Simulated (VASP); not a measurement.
Here is a VASP 6.6.1 calculation.

Contents of INCAR:

```
SYSTEM = Ir
PREC = Accurate
ENCUT = 600
EDIFF = 1E-7
ISMEAR = 1
SIGMA = 0.2
LREAL = .False.
LASPH = .True.
NELM = 60
ALGO = Normal
ISIF = 2
LWAVE = .False.
LCHARG = .False.
LNONCOLLINEAR = .True.
MAGMOM = 0 0 0
LORBIT = 11
LSORBIT = .True.
GGA_COMPAT = .False.
LMAXMIX = 4
NBANDS = 28
```

KPOINTS

```
regular mesh
0
Gamma
  9 9 9
  0 0 0
```

POSCAR

```
Ir
1.0
    0.0000000000      1.9156000000      1.9156000000
    1.9156000000      0.0000000000      1.9156000000
    1.9156000000      1.9156000000      0.0000000000
Ir
1
Cartesian
    0.0000000000      0.0000000000      0.0000000000
```

Potentials or basis: VASP PAW LDA potentials, release 64 (Ir_sv_GW).

The run is started by

```bash
$ cat potpaw_LDA.64/Ir_sv_GW/POTCAR > POTCAR
$ mpirun -np 1 vasp_ncl > vasp.out
```

Question: Estimate the pressure.

Answer: -4.3 GPa.
